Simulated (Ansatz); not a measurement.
## Convergence of Ni3Ge with the smearing width on a coarse mesh

Theory: DFT r2SCAN, scalar-relativistic, plane waves, PAW in Ansatz.

```
Ni Ge
1.0
     3.53033    0.00000    0.00000
     0.00000    3.53033    0.00000
     0.00000    0.00000    3.53033
Ni Ge
3 1
Direct
  0.50000 0.00000 0.50000
  0.00000 0.50000 0.50000
  0.50000 0.50000 0.00000
  0.00000 0.00000 0.00000
```

| Item | Value |
| --- | --- |
| plane-wave cutoff | 500 eV |
| Γ-centred k-mesh | 6×6×6 |
| spin treatment | unpolarised |

The atoms stay fixed while the smearing width on a coarse mesh is varied. ΔE is the energy extrapolated to zero smearing, less that of the reference run (12×12×12 Γ-centred mesh, Gaussian smearing 0.1 eV). The cell isn't necessarily relaxed at this level. Pressure is positive in compression.

```
rule, width (eV)  ΔE (meV/atom)  ΔF, free energy (meV/atom) P (GPa)
   Gaussian 0.01          -0.03                        1.30     0.45
   Gaussian 0.05          -0.07                        1.02     0.45
    Gaussian 0.1          -0.10                        0.24     0.47
    Gaussian 0.2           0.19                       -2.90     0.54
    Gaussian 0.4              ?                           ?        ?
```

Question: Fill in the withheld rows.

Answer: The withheld rows:

```tsv
rule, width (eV)	ΔE (meV/atom)	ΔF, free energy (meV/atom)	P (GPa)
Gaussian 0.4	2.81	-18.3	0.88
```

Cost: 5 runs of about 0.38 core-minutes in all, on Intel Xeon 6975P-C (Granite Rapids) (shared hosts).